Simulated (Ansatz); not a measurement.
Nb: single point with PBE

Crystal: Nb.

```xyz
1
Lattice="-1.6640 1.6640 1.6640 1.6640 -1.6640 1.6640 1.6640 1.6640 -1.6640" Properties=species:S:1:pos:R:3 pbc="T T T"
Nb    0.0000    0.0000    0.0000
```

```
Program             : Ansatz 0.2.0
Task                : single point
Functional          : PBE
Potentials or basis : Ansatz PAW
Cutoff              : 420 eV (not typed: the program's choice for these potentials)
k mesh              : 11 × 11 × 11
Occupations         : gaussian, width 0.027 eV
Spin                : no spin polarisation
```

- Pressure: -1.7 GPa
- Band gap on the k mesh: none (metal or under the smearing width)

Levels at points of the mesh, in eV from the Fermi level:
```
           k point  band 4  band 5  band 6  band 7  band 8  band 9
(0.00, 0.00, 0.00)  -29.68   -5.80    0.43    0.43    0.43    3.26
```

Wall time 0.83 s on 2 threads of Intel(R) Xeon(R) Processor @ 2.70GHz, on a shared host, peak memory 0.29 GiB.
